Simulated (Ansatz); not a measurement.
Crystal: K.

```
CELL_PARAMETERS angstrom
-2.69756 2.69756 2.69756
2.69756 -2.69756 2.69756
2.69756 2.69756 -2.69756
ATOMIC_POSITIONS crystal
K 0.00000 0.00000 0.00000
```

Base run:

* Program: Ansatz 0.2.0
* Functional: RPBE
* Potentials or basis: Ansatz PAW
* Cutoff: 420 eV
* Density cutoff: 1680 eV
* k mesh: 7 × 7 × 7
* Occupations: gaussian, width 0.05 eV
* Spin: no spin polarisation

Its results: band gap on the k mesh none (metal or under the smearing width); pressure 0.1 GPa.

Question: The run is repeated on the same cell with these changes: functional from RPBE to LDA; occupations from gaussian, width 0.05 eV to gaussian, width 0.1 eV. What comes out?

Answer: Band gap on the k mesh none (metal or under the smearing width); pressure -0.6 GPa.

Caveats: the PAW data sets come from PBE, with cores solved anew for the run's functional, which leaves a small shift of forces and pressure; the potentials were made for another functional, which shifts forces and pressure (some runs).

Not every run made on this cell is shown here.
